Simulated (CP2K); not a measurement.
# KF (Carobbiite) (R-3m) in CP2K: a series of runs

One crystal, KF (Carobbiite), is run at these levels: PBE; tasks: atomic charges.

Everything below comes from runs of CP2K 2026.2. Logs are shortened: lines on timing, memory, paths and dates and some standing lists are left out, and cuts for length are marked.

**1. The cell of the first run**

The structure is trigonal, space group R-3m (No. 166). Conventional cell: a = 3.779 Å, b = 3.779 Å, c = 9.441 Å, α = 90.00°, β = 90.00°, γ = 120.00°. K (site symmetry -3m) has 6 F at 2.69 Å as nearest neighbours. F (site symmetry -3m) has 6 K at 2.69 Å as nearest neighbours.

**2. Atomic charges, PBE (strain_c = 0.02)**

kf_charges.inp reads:

```
&GLOBAL
  PROJECT kf_charges
  RUN_TYPE ENERGY_FORCE
  PRINT_LEVEL LOW
&END GLOBAL
&FORCE_EVAL
  METHOD QS
  STRESS_TENSOR ANALYTICAL
  &DFT
    BASIS_SET_FILE_NAME BASIS_MOLOPT_UZH
    POTENTIAL_FILE_NAME POTENTIAL_UZH
    &MGRID
      CUTOFF 750
      REL_CUTOFF 60
      NGRIDS 5
    &END MGRID
    &QS
      METHOD GPW
      EPS_DEFAULT 1.0E-10
    &END QS
    &KPOINTS
      SCHEME MONKHORST-PACK 9 9 9
      GAMMA_CENTERED T
      SYMMETRY T
      SYMMETRY_BACKEND SPGLIB
    &END KPOINTS
    &SCF
      SCF_GUESS ATOMIC
      EPS_SCF 1.0E-6
      MAX_SCF 100
      ADDED_MOS 10
      CHOLESKY OFF
      EPS_EIGVAL 1.0E-7
      &DIAGONALIZATION ON
        ALGORITHM STANDARD
      &END DIAGONALIZATION
      &MIXING ON
        METHOD BROYDEN_MIXING
        ALPHA 0.4
        BETA 1.5
        NBUFFER 8
      &END MIXING
      &SMEAR ON
        METHOD FERMI_DIRAC
        ELECTRONIC_TEMPERATURE 580.23
      &END SMEAR
    &END SCF
    &XC
      &XC_FUNCTIONAL PBE
      &END XC_FUNCTIONAL
    &END XC
    &PRINT
      &KPOINTS ON
      &END KPOINTS
      &MULLIKEN ON
      &END MULLIKEN
      &MO ON
        ENERGIES T
        OCCUPATION_NUMBERS T
        &EACH
          QS_SCF 0
        &END EACH
        ADD_LAST NUMERIC
      &END MO
      &LOWDIN ON
      &END LOWDIN
      &HIRSHFELD ON
        SHAPE_FUNCTION DENSITY
      &END HIRSHFELD
      &VORONOI ON
        VORONOI_RADII UNITY
      &END VORONOI
    &END PRINT
  &END DFT
  &SUBSYS
    &CELL
      ABC 3.7785665066 3.7785665066 3.8291131164
      ALPHA_BETA_GAMMA 60.4357201655 60.4357201660 60.0000000000
      PERIODIC XYZ
    &END CELL
    &COORD
      SCALED
      K   0.0000000000 0.0000000000 0.0000000000
      F   0.5000000000 0.5000000000 0.5000000000
    &END COORD
    &KIND K
      BASIS_SET TZVP-MOLOPT-PBE-GTH-q9
      POTENTIAL GTH-PBE-q9
    &END KIND
    &KIND F
      BASIS_SET TZVP-MOLOPT-PBE-GTH-q7
      POTENTIAL GTH-PBE-q7
    &END KIND
    &PRINT
      &ATOMIC_COORDINATES ON
      &END ATOMIC_COORDINATES
      &CELL ON
      &END CELL
    &END PRINT
  &END SUBSYS
  &PRINT
    &FORCES ON
    &END FORCES
    &STRESS_TENSOR ON
    &END STRESS_TENSOR
  &END PRINT
&END FORCE_EVAL
```

Potentials or basis: POTENTIAL_UZH K GTH-PBE-q9, F GTH-PBE-q7; TZVP-MOLOPT-PBE-GTH basis.

On the command line:

```
OMP_NUM_THREADS=1 cp2k.psmp -i kf_charges.inp -o kf_charges.out
```

kf_charges.out:

```text

 CP2K| version string:                                       CP2K version 2026.2
 CP2K| Input file name                                            kf_charges.inp

 GLOBAL| Force Environment number                                              1
 GLOBAL| Basis set file name                                    BASIS_MOLOPT_UZH
 GLOBAL| Potential file name                                       POTENTIAL_UZH
 GLOBAL| MM Potential file name                                     MM_POTENTIAL
 GLOBAL| Coordinate file name                                      __STD_INPUT__
 GLOBAL| Method name                                                        CP2K
 GLOBAL| Project name                                                 kf_charges
 GLOBAL| Run type                                                   ENERGY_FORCE
 GLOBAL| FFT library                                                       FFTW3
[... 6 lines left out ...]
 GLOBAL| Total number of message passing processes                             1
 GLOBAL| Number of threads for this process                                    1
 GLOBAL| CPU model name                                 Intel(R) Xeon(R) 6975P-C

 CELL| Volume [angstrom^3]:                                            38.910462
 CELL| Vector a [angstrom]:       3.779     0.000     0.000   |a| =     3.778567
 CELL| Vector b [angstrom]:       1.889     3.272     0.000   |b| =     3.778567
 CELL| Vector c [angstrom]:       1.889     1.091     3.147   |c| =     3.829113
 CELL| Angle (b,c), alpha [degree]:                                    60.435720
 CELL| Angle (a,c), beta  [degree]:                                    60.435720
 CELL| Angle (a,b), gamma [degree]:                                    60.000000
 CELL| Numerically orthorhombic:                                              NO
 CELL| Periodicity                                                           XYZ

 CELL_REF| Volume [angstrom^3]:                                        38.910462
 CELL_REF| Vector a [angstrom     3.779     0.000     0.000   |a| =     3.778567
 CELL_REF| Vector b [angstrom     1.889     3.272     0.000   |b| =     3.778567
 CELL_REF| Vector c [angstrom     1.889     1.091     3.147   |c| =     3.829113
 CELL_REF| Angle (b,c), alpha [degree]:                                60.435720
 CELL_REF| Angle (a,c), beta  [degree]:                                60.435720
 CELL_REF| Angle (a,b), gamma [degree]:                                60.000000
 CELL_REF| Numerically orthorhombic:                                          NO
[... 11 lines left out ...]

  Total number of            - Atomic kinds:                                   2
                             - Atoms:                                          2
                             - Shell sets:                                     2
                             - Shells:                                        15
                             - Primitive Cartesian functions:                 11
                             - Cartesian basis functions:                     37
                             - Spherical basis functions:                     35

  Maximum angular momentum of- Orbital basis functions:                        2
                             - Local part of the GTH pseudopotential:          2
                             - Non-local part of the GTH pseudopotential:      3

 MODULE QUICKSTEP: ATOMIC COORDINATES IN ANGSTROM

   Atom Kind Element         X             Y             Z       Z(eff)     Mass
      1    1 K    19      0.000000      0.000000      0.000000   9.0000  39.0983
      2    2 F     9      3.778567      2.181556      1.573445   7.0000  18.9984

 SCF PARAMETERS         Density guess:                                    ATOMIC
[... 9 lines left out ...]
                        --------------------------------------------------------
                        level_shift [a.u.]:                             0.000000
                        added MOs                                        10    0
                        --------------------------------------------------------
                        Mixing method:                            BROYDEN_MIXING
[... 11 lines left out ...]
 *******************************************************************************
 BRILLOUIN| K-point scheme                                        Monkhorst-Pack
 BRILLOUIN| K-Point grid                                             9    9    9
 BRILLOUIN| Gamma-centered k-point mesh                                     ON
 BRILLOUIN| K-point symmetry accuracy                               0.100000E-05
 BRILLOUIN| K-Point point group symmetrization                                ON
 BRILLOUIN| Symmetry backend                                             SPGLIB
 BRILLOUIN| Symmetry reduction method                                    SPGLIB
 BRILLOUIN| Wavefunction type                                            COMPLEX
 BRILLOUIN| List of Kpoints [2 Pi/Bohr]                                       85
 BRILLOUIN| Number           Weight            X              Y              Z
 BRILLOUIN|     1           0.00823       -0.44444       -0.44444       -0.44444
 BRILLOUIN|     2           0.00823       -0.44444       -0.44444       -0.33333
 BRILLOUIN|     3           0.00823       -0.44444       -0.44444       -0.22222
 BRILLOUIN|     4           0.00823       -0.44444       -0.44444       -0.11111
 BRILLOUIN|     5           0.00823       -0.44444       -0.44444        0.00000
 BRILLOUIN|     6           0.00823       -0.44444       -0.44444        0.11111
[... 32 lines left out ...]
 BRILLOUIN|    39           0.00823       -0.33333       -0.33333       -0.33333
 BRILLOUIN|    40           0.00823       -0.33333       -0.33333       -0.22222
 [... further k-points ...]
 *******************************************************************************

 Extrapolation method: initial_guess

 Number of electrons:                                                         16
 Number of occupied orbitals:                                                  8
 Number of molecular orbitals:                                                18

 Number of orbital functions:                                                 35
 Number of independent orbital functions:                                     35

 SCF WAVEFUNCTION OPTIMIZATION

  Step     Update method      Time    Convergence         Total energy    Change
  ------------------------------------------------------------------------------
     1 NoMix/Diag. 0.40E+00    3.1     0.60912643       -52.6282362102 -5.26E+01
     2 Broy./Diag. 0.40E+00    3.2     0.06781797       -50.9706347324  1.66E+00
     3 Broy./Diag. 0.40E+00    3.1     0.04152216       -52.2125732135 -1.24E+00
     4 Broy./Diag. 0.40E+00    3.1     0.04402187       -52.5439390307 -3.31E-01
     5 Broy./Diag. 0.40E+00    3.1     0.01812986       -52.4667853349  7.72E-02
     6 Broy./Diag. 0.40E+00    3.1     0.00933713       -52.6886445752 -2.22E-01
     7 Broy./Diag. 0.40E+00    3.1     0.00291304       -52.5948422474  9.38E-02
     8 Broy./Diag. 0.40E+00    3.2     0.00067838       -52.6336787986 -3.88E-02
     9 Broy./Diag. 0.40E+00    3.1     0.00026191       -52.6274924544  6.19E-03
    10 Broy./Diag. 0.40E+00    3.2     0.00026933       -52.6303487131 -2.86E-03
    11 Broy./Diag. 0.40E+00    3.2     0.00003153       -52.6296895113  6.59E-04
    12 Broy./Diag. 0.40E+00    3.2     0.00004476       -52.6300055527 -3.16E-04
    13 Broy./Diag. 0.40E+00    3.2     0.00000885       -52.6299998968  5.66E-06
    14 Broy./Diag. 0.40E+00    3.1     0.00000940       -52.6300040834 -4.19E-06
    15 Broy./Diag. 0.40E+00    3.1     0.00000554       -52.6300009505  3.13E-06
    16 Broy./Diag. 0.40E+00    3.1     0.00000129       -52.6299948012  6.15E-06
    17 Broy./Diag. 0.40E+00    3.1     0.00000044       -52.6299916848  3.12E-06

  *** SCF run converged in    17 steps ***

  Electronic density on regular grids:        -15.9999999983        0.0000000017
  Core density on regular grids:               15.9999999995       -0.0000000005
  Total charge density on r-space grids:        0.0000000012
  Total charge density g-space grids:           0.0000000012

  Overlap energy of the core charge distribution:               0.00000000000000
  Self energy of the core charge distribution:               -124.75653914655760
  Core Hamiltonian energy:                                     32.29527555102889
  Hartree energy:                                              48.93688868214407
  Exchange-correlation energy:                                 -9.10561677138782
  Electronic entropic energy:                                  -0.00000000000000
  Fermi energy:                                                 0.13081720356407

  Total energy:                                               -52.62999168477246
  Total energy (extrapolated to T->0):                        -52.62999168477246

 MO| EIGENVALUES AND OCCUPATION NUMBERS FOR K POINT 1
 MO|
 MO|  Index      Eigenvalue [a.u.]        Eigenvalue [eV]             Occupation
 MO|      1              -0.946368             -25.751981               2.000000
 MO|      2              -0.674476             -18.353421               2.000000
 MO|      3              -0.344502              -9.374389               2.000000
 MO|      4              -0.336265              -9.150241               2.000000
 MO|      5              -0.335993              -9.142831               2.000000
 MO|      6              -0.014599              -0.397251               2.000000
[... 10 lines left out ...]
 MO|     17               0.724478              19.714050               0.000000
 MO|     18               1.105894              30.092904               0.000000
[... 311 lines left out ...]
 MO|      5              -0.340904              -9.276466               2.000000
 MO|      6               0.000294               0.007998               2.000000
[... 10 lines left out ...]
 MO|     17               0.689165              18.753127               0.000000
 MO|     18               1.141114              31.051304               0.000000
 MO| Sum:                                                              16.000000
 MO| E(Fermi):            0.130817 a.u.          3.559717 eV
 MO| Band gap:            0.319610 a.u.          8.697030 eV

 [... the levels of further k-points ...]

 !-----------------------------------------------------------------------------!
                     Mulliken Population Analysis

 #  Atom  Element  Kind  Atomic population                           Net charge
       1     K        1          8.210806                              0.789194
       2     F        2          7.789194                             -0.789194
 # Total charge                             16.000000                 -0.000000

 !-----------------------------------------------------------------------------!

 !-----------------------------------------------------------------------------!
                           Hirshfeld Charges

  #Atom  Element  Kind  Ref Charge     Population                    Net charge
      1       K      1       9.000          8.642                         0.358
      2       F      2       7.000          7.358                        -0.358

  Total Charge                                                           -0.000
 !-----------------------------------------------------------------------------!

 VORONOI| Collecting electron density from MPI ranks and sending to library...
 VORONOI| Voronoi integration finished.

 LOWDIN POPULATION ANALYSIS

 #  Atom  Element  Kind  Atomic population                           Net charge
       1     K        1          8.608317                              0.391683
       2     F        2          7.391683                             -0.391683
 # Total charge                             16.000000                  0.000000

 ENERGY| Total FORCE_EVAL ( QS ) energy [hartree]            -52.629991546448146

 FORCES| Atomic forces [hartree/bohr]
 FORCES|   Atom     x               y               z               |f|
 FORCES|      1 -2.39560134E-15 -3.48292689E-15  2.15115825E-14   2.19229986E-14
 FORCES|      2  5.84331914E-15  2.33256816E-16  5.19822141E-15   7.82433979E-15
 FORCES| Sum     3.44771780E-15 -3.24967007E-15  2.67098039E-14
 FORCES| Total atomic force                                       2.71267532E-14

 STRESS| Analytical stress tensor [bar]
 STRESS|                        x                   y                   z
 STRESS|      x        1.01416146077E+04   1.66600390631E+01   1.34743703101E+01
 STRESS|      y        1.66600390631E+01   1.01207223225E+04   8.14657216470E+00
 STRESS|      z        1.34743703101E+01   8.14657216470E+00   4.36580609193E+03
 STRESS| 1/3 Trace                                             8.20938100740E+03
 STRESS| Determinant                                           4.48104650220E+11

 STRESS| Eigenvectors and eigenvalues of the analytical stress tensor [bar]
 STRESS|                        1                   2                   3
 STRESS| Eigenvalues   4.36576323544E+03   1.01115043787E+04   1.01508754081E+04
 STRESS|      x          -0.002328808069     -0.484171200826      0.874970185174
 STRESS|      y          -0.001408827384      0.874973278012      0.484169162556
 STRESS|      z           0.999996295922      0.000105144905      0.002719758476
```

It took 60 s on 1 thread of Intel Xeon 6975P-C (Granite Rapids), shared host; peak memory 0.43 GiB.

What came out:

* Free energy: -1432.1349 eV
* Pressure: 0.8 GPa
* Band gap on the k mesh: 6.05 eV, direct
* Mulliken charges: K +0.79; F -0.79 e
* Hirshfeld charges: K +0.36; F -0.36 e
* Voronoi charges: K +0.90; F -0.90 e

Stress tensor (GPa, compression positive):
```
1.01 0.00 0.00
0.00 1.01 0.00
0.00 0.00 0.44
```

Levels at points of the mesh, in eV from the valence-band top:
| k point | band 5 | band 6 | band 7 | band 8 | band 9 | band 10 | band 11 | band 12 |
| --- | --- | --- | --- | --- | --- | --- | --- | --- |
| (0.00, 0.00, 0.00) | -9.47 | -0.02 | 0.00 | 0.00 | 6.05 | 10.61 | 10.80 | 10.80 |

Caveat: Mulliken charges move with the basis; an odd mesh through Γ misses points on the zone boundary, where band edges often lie; the basis of atomic orbitals isn't converged, which shifts pressures, moduli and gaps.

**3. Atomic charges, PBE (strain_c = -0.04)**

Edit kf_charges.inp of step 2 so:

```diff
@@ -76,4 +76,4 @@
     &CELL
-      ABC 3.7785665066 3.7785665066 3.8291131164
-      ALPHA_BETA_GAMMA 60.4357201655 60.4357201660 60.0000000000
+      ABC 3.7785665066 3.7785665066 3.6784948176
+      ALPHA_BETA_GAMMA 59.0959261854 59.0959261859 60.0000000000
       PERIODIC XYZ
```

Potentials or basis: POTENTIAL_UZH K GTH-PBE-q9, F GTH-PBE-q7; TZVP-MOLOPT-PBE-GTH basis.

On the command line:

```
OMP_NUM_THREADS=1 cp2k.psmp -i kf_charges.inp -o kf_charges.out
```

Wall time 67 s (1 thread of Intel Xeon 6975P-C (Granite Rapids), shared host); peak memory 0.44 GiB.

It converged, with:

```
Free energy            : -1432.1054 eV
Pressure               : 3.1 GPa
Band gap on the k mesh : 6.35 eV, direct
Mulliken charges       : K +0.79; F -0.79 e
Hirshfeld charges      : K +0.35; F -0.35 e
Voronoi charges        : K +0.90; F -0.90 e
```

Stress tensor (GPa, compression positive):
```
2.76 0.00 0.00
0.00 2.76 0.00
0.00 0.00 3.72
```

Levels at points of the mesh, in eV from the valence-band top:
```tsv
k point	band 4	band 5	band 6	band 7	band 8	band 9	band 10	band 11	band 12	band 13
(0.00, 0.00, 0.00)	-9.29	-9.28	-0.04	-0.04	0.00	6.35	10.73	10.73	11.19	12.65
```

Caveat: Mulliken charges move with the basis; an odd mesh through Γ misses points on the zone boundary, where band edges often lie; the basis of atomic orbitals isn't converged, which shifts pressures, moduli and gaps.

[end of part 1 of 2]
